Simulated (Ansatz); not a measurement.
# From the elastic tensor of NbN at 18 GPa (stress–strain coefficients) to moduli and sound speeds

All numbers below come from DFT PBE, scalar-relativistic, plane waves, PAW in Ansatz. Settings: 420 eV plane-wave cutoff, Γ-centred 16×16×16 mesh, Fermi-Dirac smearing of 0.15 eV. No spin polarisation.

Symmetry: Fm-3m, No. 225, cubic system. Conventional cell: a = 4.346 Å, b = 4.346 Å, c = 4.346 Å, α = 90.00°, β = 90.00°, γ = 90.00°. Nb (site symmetry m-3m) is surrounded by 6 N at 2.17 Å. N (site symmetry m-3m) is surrounded by 6 Nb at 2.17 Å.

In a metal, frequencies and elastic constants depend on the k mesh and the smearing, soft modes and shear constants most.

Relaxed-ion constants (GPa, on the Cartesian axes of the calculation):
```
815.7 165.4 165.4   0.0   0.0   0.0
165.4 815.7 165.4   0.0   0.0   0.0
165.4 165.4 815.7   0.0   0.0   0.0
  0.0   0.0   0.0  79.7   0.0   0.0
  0.0   0.0   0.0   0.0  79.7   0.0
  0.0   0.0   0.0   0.0   0.0  79.7
```

Density 8.649 g/cm³; 2 atoms in 20.53 Å³.

The values that follow are for a polycrystal of randomly turned grains, by Hill's mean where one number stands. In a crystal this anisotropic the Voigt and Reuss bounds lie far apart, so Hill's mean and the sound speeds and Debye temperature from it are rough.

With S = C⁻¹: B_V = (C11+C22+C33+2(C12+C13+C23))/9, G_V = (C11+C22+C33−C12−C13−C23+3(C44+C55+C66))/15, 1/B_R = S11+S22+S33+2(S12+S13+S23), 15/G_R = 4(S11+S22+S33−S12−S13−S23)+3(S44+S55+S66); Hill is their mean. Then v_l = √((B+4G/3)/ρ), v_t = √(G/ρ), v_m = [(2/v_t³+1/v_l³)/3]^(−1/3) and Θ = (ħ/k_B)·v_m·(6π²n/V)^(1/3) for n atoms in the volume V; E = 9BG/(3B+G), ν = (3B−2G)/(2(3B+G)) and A^U = 5G_V/G_R + B_V/B_R − 6.

* Bulk modulus, Voigt / Reuss / Hill: 382.2 / 382.2 / 382.2 GPa
* Shear modulus, Voigt / Reuss / Hill: 177.9 / 114.2 / 146.0 GPa
* Young's modulus: 389 GPa
* Poisson ratio: 0.331
* Pugh ratio B/G: 2.62
* Universal anisotropy index: 2.79
* Longitudinal and transverse sound speeds: 8167 and 4109 m/s
* Debye temperature from the mean sound speed: 631 K

Cost: 1 run of about 0.44 core-minutes, on AMD EPYC 9R45 (Zen 5) (shared hosts).